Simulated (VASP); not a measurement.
## As: relaxation of cell and atoms with r2SCAN

The system is As.

```
As
1.0
     1.79498    1.03633    5.06604
    -1.79498    1.03633    5.06604
     0.00000   -2.07266    5.06604
As
2
Cartesian
  0.0000 0.0000 11.9805
  0.0000 0.0000 3.2176
```

```json
{"Program": "VASP 6.6.1", "Task": "relaxation of cell and atoms", "Functional": "r2SCAN", "Potentials or basis": "VASP PAW PBE potentials, release 64 (As)", "Cutoff": "600 eV", "k mesh": "12 × 12 × 12", "Occupations": "methfessel-paxton, width 0.1 eV", "Spin": "no spin polarisation", "Further INCAR settings": "ALGO = Normal; EDIFF = 1e-07; IBRION = 2; EDIFFG = -0.005; NSW = 90; ISIF = 3"}
```

The relaxed volume is 28.26 Å³/atom. The relaxed cell is a = 5.475 Å, b = 5.475 Å, c = 5.475 Å, α = 38.27°, β = 38.27°, γ = 38.27°. The space group after relaxing (to 0.05 Å) is R-3m (No. 166). The energy gained by relaxing is 0.0 meV/atom. The ionic steps are 2. The pressure after relaxing is 0.0 GPa and the band gap on the k mesh is 0.56 eV, indirect (least direct gap 1.20 eV).

Forces in eV/Å, atoms in the order of the input:
```
As   0.000  0.000  0.002
As   0.000  0.000 -0.002
```

Final structure:
```
As
1.0
     1.79449    1.03605    5.06747
    -1.79449    1.03605    5.06747
     0.00000   -2.07210    5.06747
As
2
Direct
  0.78829 0.78829 0.78829
  0.21171 0.21171 0.21171
```

Levels at points of the mesh, in eV from the valence-band top:
| k point | band 3 | band 4 | band 5 | band 6 | band 7 | band 8 |
| --- | --- | --- | --- | --- | --- | --- |
| (0.00, 0.00, 0.00) | -2.36 | -0.98 | -0.98 | 1.92 | 2.94 | 2.94 |
| (0.50, 0.00, 0.00) | -4.24 | -2.92 | -2.01 | 1.00 | 1.73 | 3.74 |
| (0.50, 0.50, 0.00) | -4.58 | -3.00 | -2.91 | 1.71 | 3.76 | 4.31 |
| (0.50, 0.50, 0.50) | -0.96 | -0.96 | 0.00 | 1.20 | 2.78 | 2.78 |

Run time: 21 min on 1 thread of Intel(R) Xeon(R) 6975P-C (Granite Rapids) (shared host), peak memory 0.45 GiB.

Caveat: the PAW data sets were made with another functional, which shifts forces and pressure a little. r2SCAN opens gaps a little over a GGA but as a rule still falls short of measured ones.
